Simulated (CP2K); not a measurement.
# BN (F-43m) in CP2K: notebook

One crystal, BN, is run at these levels: LDA, PBEsol, r2SCAN, TB-mBJ; tasks: band structure.

Everything below comes from runs of CP2K 2026.2. Logs are shortened: lines on timing, memory, paths and dates and some standing lists are left out, and cuts for length are marked.

**Experimental background.**

From a printed reference work, monograph, for a bulk crystal of BN at 300 K: band gap 6.4 eV (indirect).

The results are compared with them further down.

**1. The crystal as given**

It takes space group F-43m (No. 216, cubic). Conventional cell: a = 3.626 Å, b = 3.626 Å, c = 3.626 Å, α = 90.00°, β = 90.00°, γ = 90.00°. Around N (site symmetry -43m) lie 4 B at 1.57 Å. Around B (site symmetry -43m) lie 4 N at 1.57 Å.

The cell is a database's computed one.

**2. Band structure, LDA**

The input, bn_bands.inp:

```
&GLOBAL
  PROJECT bn_bands
  RUN_TYPE ENERGY_FORCE
  PRINT_LEVEL LOW
&END GLOBAL
&FORCE_EVAL
  METHOD QS
  STRESS_TENSOR ANALYTICAL
  &DFT
    BASIS_SET_FILE_NAME BASIS_MOLOPT_UZH
    POTENTIAL_FILE_NAME GTH_POTENTIALS
    &MGRID
      CUTOFF 450
      REL_CUTOFF 60
      NGRIDS 4
    &END MGRID
    &QS
      METHOD GPW
      EPS_DEFAULT 1.0E-10
    &END QS
    &KPOINTS
      SCHEME MONKHORST-PACK 13 13 13
      GAMMA_CENTERED T
      SYMMETRY T
      SYMMETRY_BACKEND SPGLIB
    &END KPOINTS
    &SCF
      SCF_GUESS ATOMIC
      EPS_SCF 1.0E-6
      MAX_SCF 100
      ADDED_MOS 10
      CHOLESKY OFF
      EPS_EIGVAL 1.0E-7
      &DIAGONALIZATION ON
        ALGORITHM STANDARD
      &END DIAGONALIZATION
      &MIXING ON
        METHOD BROYDEN_MIXING
        ALPHA 0.4
        BETA 1.5
        NBUFFER 8
      &END MIXING
      &SMEAR ON
        METHOD FERMI_DIRAC
        ELECTRONIC_TEMPERATURE [K] 300.557
      &END SMEAR
    &END SCF
    &XC
      &XC_FUNCTIONAL
        &LDA_X
        &END LDA_X
        &LDA_C_PW
        &END LDA_C_PW
      &END XC_FUNCTIONAL
    &END XC
    &PRINT
      &KPOINTS ON
      &END KPOINTS
      &MULLIKEN ON
      &END MULLIKEN
      &MO ON
        ENERGIES T
        OCCUPATION_NUMBERS T
        &EACH
          QS_SCF 0
        &END EACH
        ADD_LAST NUMERIC
      &END MO
      &BAND_STRUCTURE
        FILE_NAME bands.bs
        ADDED_MOS 6
        &KPOINT_SET
          UNITS B_VECTOR
          NPOINTS 10
          SPECIAL_POINT GAMMA 0.00000000 0.00000000 0.00000000
          SPECIAL_POINT X 0.50000000 0.00000000 0.50000000
          SPECIAL_POINT W 0.50000000 0.25000000 0.75000000
          SPECIAL_POINT K 0.37500000 0.37500000 0.75000000
          SPECIAL_POINT GAMMA 0.00000000 0.00000000 0.00000000
          SPECIAL_POINT L 0.50000000 0.50000000 0.50000000
          SPECIAL_POINT U 0.62500000 0.25000000 0.62500000
          SPECIAL_POINT W 0.50000000 0.25000000 0.75000000
          SPECIAL_POINT L 0.50000000 0.50000000 0.50000000
          SPECIAL_POINT K 0.37500000 0.37500000 0.75000000
        &END KPOINT_SET
        &KPOINT_SET
          UNITS B_VECTOR
          NPOINTS 10
          SPECIAL_POINT U 0.62500000 0.25000000 0.62500000
          SPECIAL_POINT X 0.50000000 0.00000000 0.50000000
        &END KPOINT_SET
      &END BAND_STRUCTURE
    &END PRINT
  &END DFT
  &SUBSYS
    &CELL
      A 2.5639706028 0.0000000000 0.0000000000
      B 1.2819853014 2.2204636766 0.0000000000
      C 1.2819853014 0.7401545589 2.0934732308
      PERIODIC XYZ
    &END CELL
    &COORD
      N   1.2819853014 0.7401545589 0.5233683077
      B   0.0000000000 0.0000000000 0.0000000000
    &END COORD
    &KIND N
      BASIS_SET TZVP-MOLOPT-PBE-GTH-q5
      POTENTIAL GTH-PADE-q5
    &END KIND
    &KIND B
      BASIS_SET TZVP-MOLOPT-PBE-GTH-q3
      POTENTIAL GTH-PADE-q3
    &END KIND
    &PRINT
      &ATOMIC_COORDINATES ON
      &END ATOMIC_COORDINATES
      &CELL ON
      &END CELL
    &END PRINT
  &END SUBSYS
  &PRINT
    &FORCES ON
    &END FORCES
    &STRESS_TENSOR ON
    &END STRESS_TENSOR
  &END PRINT
&END FORCE_EVAL
```

Potentials or basis: GTH_POTENTIALS N GTH-PADE-q5, B GTH-PADE-q3; TZVP-MOLOPT-PBE-GTH basis.

Launch:

```sh
OMP_NUM_THREADS=1 cp2k.psmp -i bn_bands.inp -o bn_bands.out
```

bn_bands.out:

```text

 CP2K| version string:                                       CP2K version 2026.2
 CP2K| Input file name                                              bn_bands.inp

 GLOBAL| Force Environment number                                              1
 GLOBAL| Basis set file name                                    BASIS_MOLOPT_UZH
 GLOBAL| Potential file name                                      GTH_POTENTIALS
 GLOBAL| MM Potential file name                                     MM_POTENTIAL
 GLOBAL| Coordinate file name                                      __STD_INPUT__
 GLOBAL| Method name                                                        CP2K
 GLOBAL| Project name                                                   bn_bands
 GLOBAL| Run type                                                   ENERGY_FORCE
 GLOBAL| FFT library                                                       FFTW3
 GLOBAL| Diagonalization library                                       ScaLAPACK
 GLOBAL| Cholesky decomposition library                                ScaLAPACK
 GLOBAL| DGEMM library                                                      BLAS
 GLOBAL| Direct generalized diagonalization requested                          F
 GLOBAL| Matrix multiplication library                                 ScaLAPACK
 GLOBAL| Global print level                                                  LOW
 GLOBAL| Total number of message passing processes                             1
 GLOBAL| Number of threads for this process                                    1
 GLOBAL| CPU model name                                                  UNKNOWN

 CELL| Volume [angstrom^3]:                                            11.918569
 CELL| Vector a [angstrom]:       2.564     0.000     0.000   |a| =     2.563971
 CELL| Vector b [angstrom]:       1.282     2.220     0.000   |b| =     2.563971
 CELL| Vector c [angstrom]:       1.282     0.740     2.093   |c| =     2.563971
 CELL| Angle (b,c), alpha [degree]:                                    60.000000
 CELL| Angle (a,c), beta  [degree]:                                    60.000000
 CELL| Angle (a,b), gamma [degree]:                                    60.000000
 CELL| Numerically orthorhombic:                                              NO
 CELL| Periodicity                                                           XYZ

 CELL_REF| Volume [angstrom^3]:                                        11.918569
 CELL_REF| Vector a [angstrom     2.564     0.000     0.000   |a| =     2.563971
 CELL_REF| Vector b [angstrom     1.282     2.220     0.000   |b| =     2.563971
 CELL_REF| Vector c [angstrom     1.282     0.740     2.093   |c| =     2.563971
 CELL_REF| Angle (b,c), alpha [degree]:                                60.000000
 CELL_REF| Angle (a,c), beta  [degree]:                                60.000000
 CELL_REF| Angle (a,b), gamma [degree]:                                60.000000
 CELL_REF| Numerically orthorhombic:                                          NO
 CELL_REF| Periodicity                                                       XYZ

[... 8 lines left out ...]
 TOTAL NUMBERS AND MAXIMUM NUMBERS

  Total number of            - Atomic kinds:                                   2
                             - Atoms:                                          2
                             - Shell sets:                                     2
                             - Shells:                                        14
                             - Primitive Cartesian functions:                 10
                             - Cartesian basis functions:                     36
                             - Spherical basis functions:                     34

  Maximum angular momentum of- Orbital basis functions:                        2
                             - Local part of the GTH pseudopotential:          2
                             - Non-local part of the GTH pseudopotential:      0

 MODULE QUICKSTEP: ATOMIC COORDINATES IN ANGSTROM

   Atom Kind Element         X             Y             Z       Z(eff)     Mass
      1    1 N     7      1.281985      0.740155      0.523368   5.0000  14.0067
      2    2 B     5      0.000000      0.000000      0.000000   3.0000  10.8110

 SCF PARAMETERS         Density guess:                                    ATOMIC
                        --------------------------------------------------------
                        max_scf:                                             100
[... 7 lines left out ...]
                        --------------------------------------------------------
                        level_shift [a.u.]:                             0.000000
                        added MOs                                        10    0
                        --------------------------------------------------------
[... 75 lines left out ...]
 SCF WAVEFUNCTION OPTIMIZATION

  Step     Update method      Time    Convergence         Total energy    Change
  ------------------------------------------------------------------------------
     1 NoMix/Diag. 0.40E+00    7.0     1.30135084       -13.1420055431 -1.31E+01
     2 Broy./Diag. 0.40E+00    4.8     0.14077753       -11.9885538105  1.15E+00
     3 Broy./Diag. 0.40E+00    4.8     0.11280711       -12.5634723299 -5.75E-01
     4 Broy./Diag. 0.40E+00    4.7     0.07016245       -12.8760222646 -3.13E-01
     5 Broy./Diag. 0.40E+00    4.8     0.00300312       -12.9015191510 -2.55E-02
     6 Broy./Diag. 0.40E+00    4.8     0.00179823       -12.9068825488 -5.36E-03
     7 Broy./Diag. 0.40E+00    4.6     0.00014306       -12.9079484816 -1.07E-03
     8 Broy./Diag. 0.40E+00    4.7     0.00017033       -12.9079895107 -4.10E-05
     9 Broy./Diag. 0.40E+00    4.6     0.00003822       -12.9079470341  4.25E-05
    10 Broy./Diag. 0.40E+00    4.8     0.00001299       -12.9079342523  1.28E-05
    11 Broy./Diag. 0.40E+00    4.6     0.00000123       -12.9079331397  1.11E-06
    12 Broy./Diag. 0.40E+00    4.8     0.00000011       -12.9079331799 -4.01E-08

  *** SCF run converged in    12 steps ***

  Electronic density on regular grids:         -7.9999999996        0.0000000004
  Core density on regular grids:                7.9999999991       -0.0000000009
  Total charge density on r-space grids:       -0.0000000005
  Total charge density g-space grids:          -0.0000000005

  Overlap energy of the core charge distribution:               0.00000025699523
  Self energy of the core charge distribution:                -30.23838076585652
  Core Hamiltonian energy:                                      9.41844959601159
  Hartree energy:                                              11.59769060575854
  Exchange-correlation energy:                                 -3.68569287278475
  Electronic entropic energy:                                  -0.00000000000000
  Fermi energy:                                                 0.41107082634834

  Total energy:                                               -12.90793317987591
  Total energy (extrapolated to T->0):                        -12.90793317987591

 MO| EIGENVALUES AND OCCUPATION NUMBERS FOR K POINT 1
 MO|
 MO|  Index      Eigenvalue [a.u.]        Eigenvalue [eV]             Occupation
 MO|      1              -0.265171              -7.215669               2.000000
 MO|      2              -0.064786              -1.762915               2.000000
 MO|      3               0.248051               6.749822               2.000000
 MO|      4               0.248052               6.749825               2.000000
 MO|      5               0.690649              18.793523               0.000000
 MO|      6               0.707112              19.241499               0.000000
 MO|      7               0.707112              19.241508               0.000000
 MO|      8               0.889095              24.193502               0.000000
 MO|      9               1.197429              32.583698               0.000000
 MO|     10               1.357658              36.943763               0.000000
 MO|     11               1.357680              36.944361               0.000000
 MO|     12               1.415671              38.522369               0.000000
 MO|     13               1.727751              47.014482               0.000000
[... 263 lines left out ...]
 MO|      4               0.251890               6.854278               2.000000
 MO|      5               0.697012              18.966666               0.000000
 MO|      6               0.708605              19.282120               0.000000
 MO|      7               0.713172              19.406410               0.000000
 MO|      8               0.869666              23.664817               0.000000
 MO|      9               1.153221              31.380750               0.000000
 MO|     10               1.275912              34.719336               0.000000
 MO|     11               1.309829              35.642264               0.000000
 MO|     12               1.435810              39.070376               0.000000
 MO|     13               1.755640              47.773401               0.000000
 MO|     14               1.817110              49.446080               0.000000
 MO| Sum:                                                               8.000000
 MO| E(Fermi):            0.411071 a.u.         11.185806 eV
 MO| Band gap:            0.445122 a.u.         12.112388 eV

 [... the levels of further k-points ...]

 !-----------------------------------------------------------------------------!
                     Mulliken Population Analysis

 #  Atom  Element  Kind  Atomic population                           Net charge
       1     N        1          5.868585                             -0.868585
       2     B        2          2.131415                              0.868585
 # Total charge                              8.000000                 -0.000000

 !-----------------------------------------------------------------------------!

 KPOINTS| Band Structure Calculation
 KPOINTS| Number of k-point sets                                               2
 KPOINTS| Number of added MOs/bands                                            6
 KPOINTS| Number of k-points in set    1                                      91
 KPOINTS| In units of b-vector [2pi/Bohr]
 KPOINTS| Special point     1       GAMMA     0.000000     0.000000     0.000000
 KPOINTS| Special point     2           X     0.500000     0.000000     0.500000
 KPOINTS| Special point     3           W     0.500000     0.250000     0.750000
 KPOINTS| Special point     4           K     0.375000     0.375000     0.750000
 KPOINTS| Special point     5       GAMMA     0.000000     0.000000     0.000000
 KPOINTS| Special point     6           L     0.500000     0.500000     0.500000
 KPOINTS| Special point     7           U     0.625000     0.250000     0.625000
 KPOINTS| Special point     8           W     0.500000     0.250000     0.750000
 KPOINTS| Special point     9           L     0.500000     0.500000     0.500000
 KPOINTS| Special point    10           K     0.375000     0.375000     0.750000
 KPOINTS| Number of k-points in set    2                                      11
 KPOINTS| In units of b-vector [2pi/Bohr]
 KPOINTS| Special point     1           U     0.625000     0.250000     0.625000
 KPOINTS| Special point     2           X     0.500000     0.000000     0.500000

 ENERGY| Total FORCE_EVAL ( QS ) energy [hartree]            -12.907933433571321

 FORCES| Atomic forces [hartree/bohr]
 FORCES|   Atom     x               y               z               |f|
 FORCES|      1 -1.29598663E-08 -2.48031114E-08  5.13852358E-08   5.85114940E-08
 FORCES|      2  1.29189273E-08  2.47806013E-08 -5.14561688E-08   5.85552234E-08
 FORCES| Sum    -4.09390394E-11 -2.25101082E-11 -7.09330165E-11
 FORCES| Total atomic force                                       8.49364631E-11

 STRESS| Analytical stress tensor [bar]
 STRESS|                        x                   y                   z
 STRESS|      x       -1.33860837022E+05   2.09331081443E-02  -6.46734908804E-02
 STRESS|      y        2.09331081443E-02  -1.33862678337E+05   1.00830678431E+00
 STRESS|      z       -6.46734908804E-02   1.00830678431E+00  -1.33862990114E+05
 STRESS| 1/3 Trace                                            -1.33862168491E+05
 STRESS| Determinant                                          -2.39868692634E+15

 STRESS| Eigenvectors and eigenvalues of the analytical stress tensor [bar]
 STRESS|                        1                   2                   3
 STRESS| Eigenvalues  -1.33863855815E+05  -1.33861814640E+05  -1.33860835018E+05
 STRESS|      x           0.020775952189      0.026739409198      0.999426517462
 STRESS|      y          -0.650506999502      0.759469846347     -0.006796770504
 STRESS|      z           0.759216045280      0.649992735718     -0.033172882063
```

Run time: 67 s. Hardware: 1 thread of Arm Neoverse V2, shared host; peak memory 0.23 GiB.

Results:

* Free energy: -351.2427 eV
* Pressure: -13.4 GPa
* Band gap on the k mesh: 4.45 eV, indirect (least direct gap 8.65 eV)
* Band gap along the path: 4.37 eV, indirect (least direct gap 8.65 eV)
* Mulliken charges: N -0.87; B +0.87 e

Levels at the corners of the path, in eV from the valence-band top:
| point | band 1 | band 2 | band 3 | band 4 | band 5 | band 6 | band 7 | band 8 | band 9 |
| --- | --- | --- | --- | --- | --- | --- | --- | --- | --- |
| Γ | -19.98 | 0.00 | 0.00 | 0.00 | 8.65 | 8.65 | 8.65 | 10.68 | 26.45 |
| X | -14.37 | -8.83 | -4.88 | -4.88 | 4.37 | 9.25 | 17.59 | 17.59 | 20.43 |
| W | -14.04 | -7.47 | -6.95 | -6.50 | 9.45 | 13.17 | 14.25 | 14.57 | 18.95 |
| K | -14.27 | -8.03 | -7.65 | -4.06 | 6.81 | 12.75 | 15.60 | 16.45 | 18.40 |
| Γ | -19.98 | 0.00 | 0.00 | 0.00 | 8.65 | 8.65 | 8.65 | 10.68 | 26.45 |
| L | -15.73 | -10.63 | -1.93 | -1.93 | 10.15 | 10.58 | 10.58 | 15.61 | 23.92 |
| U | -14.27 | -8.03 | -7.65 | -4.06 | 6.81 | 12.75 | 15.60 | 16.45 | 18.40 |
| W | -14.04 | -7.47 | -6.95 | -6.50 | 9.45 | 13.17 | 14.25 | 14.57 | 18.95 |
| L | -15.73 | -10.63 | -1.93 | -1.93 | 10.15 | 10.58 | 10.58 | 15.61 | 23.92 |
| K | -14.27 | -8.03 | -7.65 | -4.06 | 6.81 | 12.75 | 15.60 | 16.45 | 18.40 |
| U | -14.27 | -8.03 | -7.65 | -4.06 | 6.81 | 12.75 | 15.60 | 16.45 | 18.40 |
| X | -14.37 | -8.83 | -4.88 | -4.88 | 4.37 | 9.25 | 17.59 | 17.59 | 20.43 |

Caveat: Mulliken charges move with the basis; the basis of atomic orbitals isn't converged, which shifts pressures, moduli and gaps.

(Part 1 of 2 ends here.)
